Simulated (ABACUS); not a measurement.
# Nb (Im-3m) in ABACUS: equation of state

Aim: energy against volume of Nb in PBEsol, for its equilibrium volume and stiffness.

Everything below comes from runs of ABACUS 3.10.1. Logs are shortened: lines on timing, memory, paths and dates and some standing lists are left out, and cuts for length are marked.

**Measured values to compare with.**

From “Pressure effects on the electronic structure and superconductivity of (TaNb)0.67(HfZrTi)0.33 high entropy alloy”, 2019, arxiv:1910.08312, for a bulk crystal of Nb: bulk modulus 169 GPa.

The results are compared with them further down.

**1. The crystal as given**

Symmetry: Im-3m, No. 229, cubic system. The conventional cell has a = 3.328 Å, b = 3.328 Å, c = 3.328 Å, α = 90.00°, β = 90.00°, γ = 90.00°. Around Nb (site symmetry m-3m) lie 8 Nb at 2.88 Å.

**2. Equation of state, PBEsol, 17.32 Å³/atom (volume scaled by 0.94)**

INPUT

```
INPUT_PARAMETERS
suffix              Nb
calculation         scf
basis_type          pw
pseudo_dir          ./
symmetry            1
dft_functional      pbesol
ecutwfc             82
pseudo_rcut         7
nspin               1
nbands              11
ks_solver           dav
smearing_method     fd
smearing_sigma      0.00367493
scf_thr             1e-08
scf_nmax            100
mixing_type         broyden
mixing_beta         0.7
cal_force           1
cal_stress          1
kpar                4
```

STRU

```
ATOMIC_SPECIES
Nb 92.9064 Nb.upf

LATTICE_CONSTANT
1.8897261246

LATTICE_VECTORS
-1.6299823056 1.6299823056 1.6299823056
1.6299823056 -1.6299823056 1.6299823056
1.6299823056 1.6299823056 -1.6299823056

ATOMIC_POSITIONS
Direct

Nb
0.0
1
0.0000000000 0.0000000000 0.0000000000 1 1 1
```

KPT

```
K_POINTS
0
Gamma
11 11 11 0 0 0
```

Potentials or basis: PseudoDojo NC SR 0.4.1 PBEsol standard, plane waves.

On the command line:

```bash
> OMP_NUM_THREADS=1 mpirun -np 4 abacus > log
```

running log:

```text
ABACUS v3.10.1

               Atomic-orbital Based Ab-initio Computation at UStc

 ------------------------------------------------------------------------------------

 READING GENERAL INFORMATION
                           global_out_dir = OUT.Nb/
                           global_in_card = INPUT
                               pseudo_dir = ./
                              orbital_dir =
                                    DSIZE = 4
                                    GSIZE = 1

 READING UNITCELL INFORMATION
                                    ntype = 1
                  lattice constant (Bohr) = 1.88973
              lattice constant (Angstrom) = 1

 READING ATOM TYPE 1
                               atom label = Nb
                      L=0, number of zeta = 1
                      L=1, number of zeta = 1
                      L=2, number of zeta = 1
             number of atom for this type = 1

                        TOTAL ATOM NUMBER = 1
DIRECT COORDINATES
    atom                   x                   y                   z     mag                  vx                  vy                  vz
taud_Nb1            0.0000000000        0.0000000000        0.0000000000  0.0000        0.0000000000        0.0000000000        0.0000000000

                          Volume (Bohr^3) = 116.898
                             Volume (A^3) = 17.3224

 Lattice vectors: (Cartesian coordinate: in unit of a_0)
             -1.62998            +1.62998            +1.62998
             +1.62998            -1.62998            +1.62998
             +1.62998            +1.62998            -1.62998
 Reciprocal vectors: (Cartesian coordinate: in unit of 2 pi/a_0)
                   +0           +0.306752           +0.306752
            +0.306752                  +0           +0.306752
            +0.306752           +0.306752                  +0
 The esolver type has been set to : ksdft_pw

                PAO radial cut off (Bohr) = 7

 Read in pseudopotential file is Nb.upf
                     pseudopotential type = NC
          exchange-correlation functional = PBESOL
                 nonlocal core correction = 1
                        valence electrons = 13
                                     lmax = 2
                           number of zeta = 4
                     number of projectors = 6
                           L of projector = 0
                           L of projector = 0
                           L of projector = 1
                           L of projector = 1
                           L of projector = 2
                           L of projector = 2
     initial pseudo atomic orbital number = 10

 SETUP THE ELECTRONS NUMBER
            electron number of element Nb = 13
      total electron number of element Nb = 13
            AUTOSET number of electrons:  = 13
                           occupied bands = 7
                                   NBANDS = 11
                                   NLOCAL = 9

%%%%%%%%%%%%%%%%%%%%%%%%%%%%%%%%%%%%%%%%%%%%%%%%%%%%%%%%%%%%%%%%%%%%%%%%%%%%%%%%%%%%%%%%%%%%%%%%%%%%%%%%%%
 Warning: the number of valence electrons in pseudopotential > 5 for Nb: [Kr] 4d4 5s1
 Pseudopotentials with additional electrons can yield (more) accurate outcomes, but may be less efficient.
 If you're confident that your chosen pseudopotential is appropriate, you can safely ignore this warning.
%%%%%%%%%%%%%%%%%%%%%%%%%%%%%%%%%%%%%%%%%%%%%%%%%%%%%%%%%%%%%%%%%%%%%%%%%%%%%%%%%%%%%%%%%%%%%%%%%%%%%%%%%%

 SETUP THE PLANE WAVE BASIS
 energy cutoff for charge/potential (unit:Ry) = 328
            fft grid for charge/potential = [ 32, 32, 32 ]
                        fft grid division = [ 1, 1, 1 ]
        big fft grid for charge/potential = [ 32, 32, 32 ]
                                     nbxx = 32768
                                     nrxx = 32768

 SETUP PLANE WAVES FOR CHARGE/POTENTIAL
                    number of plane waves = 11849
                         number of sticks = 709

 PARALLEL PW FOR CHARGE/POTENTIAL
     PROC   COLUMNS(POT)             PW
        1            709          11849
 --------------- sum -------------------
        1            709          11849
                            number of |g| = 147
                                  max |g| = 29.5464
                                  min |g| = 0

----------- Double Check Mixing Parameters Begin ------------
mixing_type: broyden
mixing_beta: 0.7
mixing_gg0: 1
mixing_gg0_min: 0.1
mixing_ndim: 8
----------- Double Check Mixing Parameters End ------------
[... 19 lines left out ...]
                                    IBRAV = 2
                                  BRAVAIS = BODY CENTERED CUBIC
                       LATTICE CONSTANT A = 3.25996
Original cell was already a primitive cell.
                        ROTATION MATRICES = 48
[... 6 lines left out ...]
                                    nspin = 1
                   Input type of k points = Monkhorst-Pack(Gamma)
                                   nkstot = 1331
                       right hand lattice = 1
(for reciprocal lattice: )
                             BRAVAIS TYPE = 3
                     BRAVAIS LATTICE NAME = 03. Cubic F (face-centered)
                                    ibrav = 3
                       right hand lattice = 1
(for k-lattice: )
                             BRAVAIS TYPE = 3
                     BRAVAIS LATTICE NAME = 03. Cubic F (face-centered)
                                    ibrav = 3
                       right hand lattice = 1
                        ROTATION MATRICES = 48
                               nkstot_ibz = 56
K-POINTS REDUCTION ACCORDING TO SYMMETRY
     IBZ    DIRECT_X    DIRECT_Y    DIRECT_Z  WEIGHT  ibz2bz
       1  0.00000000  0.00000000  0.00000000  0.0008       0
       2 -0.09090909  0.09090909  0.00000000  0.0090       1
       3 -0.18181818  0.18181818  0.00000000  0.0090       2
       4 -0.27272727  0.27272727  0.00000000  0.0090       3
       5 -0.36363636  0.36363636  0.00000000  0.0090       4
       6 -0.45454545  0.45454545  0.00000000  0.0090       5
[... 22 lines left out ...]
      29 -0.36363636  0.09090909  0.36363636  0.0180     172
      30 -0.36363636  0.27272727  0.18181818  0.0361     173
[... 26 further k points ...]

                               nkstot now = 56
[... K-POINTS DIRECT COORDINATES: 56 rows ...]

           k-point number in this process = 14
       minimum distributed K point number = 14
[... stars of the k points ...]

[... K-POINTS CARTESIAN COORDINATES: 14 rows ...]

[... K-POINTS DIRECT COORDINATES: 14 rows ...]

 SETUP PLANE WAVES FOR WAVE FUNCTIONS
     energy cutoff for wavefunc (unit:Ry) = 82
              fft grid for wave functions = [ 32, 32, 32 ]
                    number of plane waves = 2123
                         number of sticks = 221

 PARALLEL PW FOR WAVE FUNCTIONS
     PROC   COLUMNS(POT)             PW
        1            221           2123
 --------------- sum -------------------
        1            221           2123

 SETUP NONLOCAL PSEUDOPOTENTIALS IN PLANE WAVE BASIS
 Nb non-local projectors:
 projector 1 L=0
 projector 2 L=0
 projector 3 L=1
 projector 4 L=1
 projector 5 L=2
 projector 6 L=2
      TOTAL NUMBER OF NONLOCAL PROJECTORS = 18

 Init Non-Local PseudoPotential table :
 Init Non-Local-Pseudopotential done.

                                     npwx = 1481

 Make real space PAO into reciprocal space.
       max mesh points in Pseudopotential = 701
     dq(describe PAO in reciprocal space) = 0.01
                                    max q = 1091

 number of pseudo atomic orbitals for Nb is 4
WARNING: norm of atomic wavefunction # 3 of atomic type Nb is 0.997934, renormalized
WARNING: norm of atomic wavefunction # 4 of atomic type Nb is 0.98691, renormalized

 -------------------------------------------
 SELF-CONSISTENT
 -------------------------------------------
                                 init_chg = atomic

 PW ALGORITHM --------------- ION=   1  ELEC=   1--------------------------------
 Notice: Threshold on eigenvalues was too large.
 hsover_error=0.13 > DRHO=0.10032
 Origin diag ethr = 0.01
 New diag ethr = 0.000771689

 Density error is 0.101173525589
                          Error Threshold = 0.000771689383928
----------------------------------------------------------
     Energy           Rydberg                 eV
----------------------------------------------------------
 E_KohnSham     -124.4830771100      -1693.6791532698
 E_Harris       -126.3514828506      -1719.1001175179
 E_Fermi        1.4173601311         19.2841739010
----------------------------------------------------------
[... 51 lines left out ...]
 Density error is 7.55315536185e-10
                          Error Threshold = 2.2498795083e-10
----------------------------------------------------------
     Energy           Rydberg                 eV
----------------------------------------------------------
 E_KohnSham     -124.5033784263      -1693.9553668477
 E_KS(sigma->0) -124.5028016452      -1693.9475193379
 E_Harris       -124.5033674160      -1693.9552170455
 E_band         -4.0475969849        -55.0703822022
 E_one_elec     -13.0348103442       -177.3476930311
 E_Hartree      14.3932754275        195.8305586967
 E_xc           -26.0252197683       -354.0912805508
 E_Ewald        -99.8354701790       -1358.3312569429
 E_entropy(-TS) -0.0011535622        -0.0156950196
 E_descf        0.0000000000         0.0000000000
 E_exx          0.0000000000         0.0000000000
 E_Fermi        1.3694311158         18.6320661931
----------------------------------------------------------

 charge density convergence is achieved
 final etot is -1693.9553668 eV
 EFERMI = 18.632066193 eV

 STATE ENERGY(eV) AND OCCUPATIONS    NSPIN == 1
 1/14 kpoint (Cartesian) = 0.0000 0.0000 0.0000 (1481 pws)
       1       -35.5396     0.00150263
       2       -10.7820     0.00150263
       3       -10.7820     0.00150263
       4       -10.7820     0.00150263
       5        12.6674     0.00150263
       6        19.0225    6.10327e-07
       7        19.0225    6.10327e-07
       8        19.0225    6.10327e-07
       9        22.0605    2.49838e-33
      10        22.0605    2.49838e-33
      11        33.0702        0.00000
[... 53 lines left out ...]
 6/14 kpoint (Cartesian) = 0.13943 -0.13943 0.0000 (1462 pws)
       1       -35.2548      0.0180316
       2       -12.2968      0.0180316
       3       -11.2559      0.0180316
       4       -10.7982      0.0180316
       5        14.8026      0.0180316
       6        16.9193      0.0180316
       7        20.8983    3.73366e-22
       8        22.1571    4.34411e-33
       9        22.7993    1.14681e-38
      10        25.1780    2.50311e-59
      11        30.6012        0.00000

[... levels at 8 further k points ...]

------------------------------------------------------------------------------------------
 TOTAL-FORCE (eV/Angstrom)
------------------------------------------------------------------------------------------
                       Nb1         0.0000000000         0.0000000000         0.0000000000
------------------------------------------------------------------------------------------

----------------------------------------------------------------
 TOTAL-STRESS (KBAR)
----------------------------------------------------------------
        29.7156099342        -0.0000000000        -0.0000000000
        -0.0000000000        29.7156099342         0.0000000000
         0.0000000000         0.0000000000        29.7156099342
----------------------------------------------------------------
 TOTAL-PRESSURE: 29.715610 KBAR

 --------------------------------------------
 !FINAL_ETOT_IS -1693.9553668476951316 eV
 --------------------------------------------
```

Wall time 2.7 s (4 MPI ranks of Intel Xeon Platinum 8488C (Sapphire Rapids), shared host); peak memory 0.24 GiB.

What came out:

| Item | Value |
| --- | --- |
| Free energy | -1693.9554 eV |
| Pressure | 3.0 GPa |
| Band gap on the k mesh | none (metal or under the smearing width) |

**3. Equation of state, PBEsol, 17.69 Å³/atom (volume scaled by 0.96)**

INPUT is that of step 2.

STRU

```
ATOMIC_SPECIES
Nb 92.9064 Nb.upf

LATTICE_CONSTANT
1.8897261246

LATTICE_VECTORS
-1.6414614324 1.6414614324 1.6414614324
1.6414614324 -1.6414614324 1.6414614324
1.6414614324 1.6414614324 -1.6414614324

ATOMIC_POSITIONS
Direct

Nb
0.0
1
0.0000000000 0.0000000000 0.0000000000 1 1 1
```

KPT is that of step 2.

Potentials or basis: PseudoDojo NC SR 0.4.1 PBEsol standard, plane waves.

On the command line:

```bash
> OMP_NUM_THREADS=1 mpirun -np 4 abacus > log
```

Run time: 2.5 s. Hardware: 4 MPI ranks of Intel Xeon Platinum 8488C (Sapphire Rapids), shared host; peak memory 0.24 GiB.

It converged, with:

```yaml
Free_energy: -1693.9578 eV
Pressure: -0.9 GPa
Band_gap_on_the_k_mesh: none (metal or under the smearing width)
```

**4. Equation of state, PBEsol, 18.06 Å³/atom (volume scaled by 0.98)**

INPUT is that of step 3.

STRU

```
ATOMIC_SPECIES
Nb 92.9064 Nb.upf

LATTICE_CONSTANT
1.8897261246

LATTICE_VECTORS
-1.6527822138 1.6527822138 1.6527822138
1.6527822138 -1.6527822138 1.6527822138
1.6527822138 1.6527822138 -1.6527822138

ATOMIC_POSITIONS
Direct

Nb
0.0
1
0.0000000000 0.0000000000 0.0000000000 1 1 1
```

KPT is that of step 3.

On the command line:

```bash
> OMP_NUM_THREADS=1 mpirun -np 4 abacus > log
```

Wall time 2.2 s (4 MPI ranks of Intel Xeon Platinum 8488C (Sapphire Rapids), shared host); peak memory 0.24 GiB.

Results (log left out):

| Quantity | Value |
| --- | --- |
| Free energy | -1693.9518 eV |
| Pressure | -4.4 GPa |
| Band gap on the k mesh | none (metal or under the smearing width) |

**5. Equation of state, PBEsol, 18.43 Å³/atom**

INPUT is that of step 4.

STRU

```
ATOMIC_SPECIES
Nb 92.9064 Nb.upf

LATTICE_CONSTANT
1.8897261246

LATTICE_VECTORS
-1.6639500000 1.6639500000 1.6639500000
1.6639500000 -1.6639500000 1.6639500000
1.6639500000 1.6639500000 -1.6639500000

ATOMIC_POSITIONS
Direct

Nb
0.0
1
0.0000000000 0.0000000000 0.0000000000 1 1 1
```

KPT is that of step 4.

On the command line:

```bash
> OMP_NUM_THREADS=1 mpirun -np 4 abacus > log
```

Wall time 2.7 s (4 MPI ranks of Intel Xeon Platinum 8488C (Sapphire Rapids), shared host); peak memory 0.24 GiB.

Results (log left out):

* Free energy: -1693.9379 eV
* Pressure: -7.7 GPa
* Band gap on the k mesh: none (metal or under the smearing width)

**6. Equation of state, PBEsol, 18.80 Å³/atom (volume scaled by 1.02)**

INPUT is that of step 5.

STRU

```
ATOMIC_SPECIES
Nb 92.9064 Nb.upf

LATTICE_CONSTANT
1.8897261246

LATTICE_VECTORS
-1.6749698576 1.6749698576 1.6749698576
1.6749698576 -1.6749698576 1.6749698576
1.6749698576 1.6749698576 -1.6749698576

ATOMIC_POSITIONS
Direct

Nb
0.0
1
0.0000000000 0.0000000000 0.0000000000 1 1 1
```

KPT is that of step 5.

Potentials or basis: PseudoDojo NC SR 0.4.1 PBEsol standard, plane waves.

On the command line:

```bash
> OMP_NUM_THREADS=1 mpirun -np 4 abacus > log
```

It took 3.5 s on 4 MPI ranks of Intel Xeon Platinum 8488C (Sapphire Rapids), shared host; peak memory 0.24 GiB.

The run converged. Its results:

```yaml
Free_energy: -1693.9168 eV
Pressure: -10.7 GPa
Band_gap_on_the_k_mesh: none (metal or under the smearing width)
```

**7. Equation of state, PBEsol, 19.17 Å³/atom (volume scaled by 1.04)**

INPUT is that of step 6.

STRU

```
ATOMIC_SPECIES
Nb 92.9064 Nb.upf

LATTICE_CONSTANT
1.8897261246

LATTICE_VECTORS
-1.6858465900 1.6858465900 1.6858465900
1.6858465900 -1.6858465900 1.6858465900
1.6858465900 1.6858465900 -1.6858465900

ATOMIC_POSITIONS
Direct

Nb
0.0
1
0.0000000000 0.0000000000 0.0000000000 1 1 1
```

KPT is that of step 6.

On the command line:

```bash
> OMP_NUM_THREADS=1 mpirun -np 4 abacus > log
```

Wall time 3 s (4 MPI ranks of Intel Xeon Platinum 8488C (Sapphire Rapids), shared host); peak memory 0.24 GiB.

The run converged. Its results:

```
Free energy            : -1693.8892 eV
Pressure               : -13.4 GPa
Band gap on the k mesh : none (metal or under the smearing width)
```

**8. Equation of state, PBEsol, 19.53 Å³/atom (volume scaled by 1.06)**

INPUT is that of step 7.

STRU

```
ATOMIC_SPECIES
Nb 92.9064 Nb.upf

LATTICE_CONSTANT
1.8897261246

LATTICE_VECTORS
-1.6965847559 1.6965847559 1.6965847559
1.6965847559 -1.6965847559 1.6965847559
1.6965847559 1.6965847559 -1.6965847559

ATOMIC_POSITIONS
Direct

Nb
0.0
1
0.0000000000 0.0000000000 0.0000000000 1 1 1
```

KPT is that of step 7.

On the command line:

```bash
> OMP_NUM_THREADS=1 mpirun -np 4 abacus > log
```

Wall time 2.2 s (4 MPI ranks of Intel Xeon Platinum 8488C (Sapphire Rapids), shared host); peak memory 0.24 GiB.

It converged, with:

| Property | Result |
| --- | --- |
| Free energy | -1693.8557 eV |
| Pressure | -15.8 GPa |
| Band gap on the k mesh | none (metal or under the smearing width) |

**9. Equation of state, PBEsol**

Potentials or basis: PseudoDojo NC SR 0.4.1 PBEsol standard, plane waves.

This step only gathers the single runs of the series.

Results:

```
Equilibrium volume                      : 17.61 Å³/atom
Bulk modulus                            : 181 GPa
Pressure derivative of the bulk modulus : 3.3
```

Energy against volume, from the lowest point:
```
volume (Å³/atom)  energy (meV/atom)
          17.322               2.45
          17.691               0.00
          18.060               6.06
          18.428              19.96
          18.797              41.02
          19.165              68.63
          19.534             102.15
```

**10. Comparison with measurements**

Step 9. Measured bulk modulus of Nb: 169 GPa (quoted in “Pressure effects on the electronic structure and superconductivity of (TaNb)0.67(HfZrTi)0.33 high entropy alloy”, 2019, arxiv:1910.08312). This calculation gives 181 GPa (+7.2 %). The fit is for a static lattice scaled at fixed shape and fixed fractional positions.
